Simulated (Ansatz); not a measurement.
Runs of Ansatz 0.2.0 on Bi. It takes space group P2/m (No. 10, monoclinic). Conventional cell: a = 3.238 Å, b = 3.222 Å, c = 6.444 Å, α = 90.00°, β = 90.72°, γ = 90.00°. Bi (site symmetry m) has 6 Bi at 3.22 to 3.24 Å as nearest neighbours. This isn't the form of Bi at room conditions, which is rhombohedral.

| level | k mesh | cutoff (eV) | mesh quality | V0 of scaled cells (Å³/atom) | B0 (GPa) |
| --- | --- | --- | --- | --- | --- |
| PBE0 | 4 × 4 × 2 | 420 | coarse | (b) | 48 |
| LDA | 8 × 8 × 4 | 420 | not flagged | 32.54 | 57 |
| PBEsol | 8 × 8 × 4 | 420 | not flagged | (a) | (c) |
| r2SCAN | 8 × 8 × 4 | 500 | not flagged | 34.32 | 51 |

Alike in all rows: task equation of state; potentials or basis Ansatz PAW; no spin polarisation; cell as given; smearing fermi-dirac 0.05 eV.

Q: Estimate the missing entries.

A: (a) 33.33; (b) 34.38; (c) 54.

Caveats: some runs use coarse meshes; the cell was scaled at fixed shape and fractional positions, which overstates the stiffness of a crystal with free parameters, most of all of layers and chains; the PAW data sets were made with another functional, which shifts forces and pressure a little (some runs).

Runs at the PBE level aren't shown here.
